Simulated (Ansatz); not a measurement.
CaO, NiAs type, relaxed with r2SCAN: the symmetry is P6_3/mmc (No. 194, hexagonal); conventional cell a = 3.320 Å, c = 5.814 Å, 13.87 Å³ an atom. Ca is surrounded by 6 O at 2.41 Å; O is surrounded by 6 Ca at 2.41 Å. One-shot G0W0@PBE in Ansatz on a 6×6×2 mesh (contour deformation, no spin-orbit coupling), from a PBE gap of 3.848 eV over the mesh points (the G0W0 gap is direct on the mesh); the number N of bands summed and the screening cutoff rise together. No spin polarisation. The prototype was imposed, so other structures may be more stable.

```
  N  cutoff (eV)  1000/N  G0W0 gap (eV)
106           80   9.434          6.001
224          140   4.464          6.147
```

**Lay a straight line in 1000/N through these rows.** The slope is -0.0294 eV per unit of 1000/N and the intercept 6.278 eV.

**Predict the gap at N = 399 (210 eV).** 6.278 + (-0.0294) × 2.506 = 6.204 eV; the run gives 6.252 eV, +0.048 eV from the line.

**With that run's result added, what limit do the last two rows suggest?** Their slope is (6.252 − 6.147)/(2.506 − 4.464) = -0.0536, which meets 1/N = 0 at 6.39 eV, against 6.278 eV from the first line. The slope steepens, so 1/N isn't yet asymptotic and the true limit probably lies higher still; the k mesh isn't extrapolated.
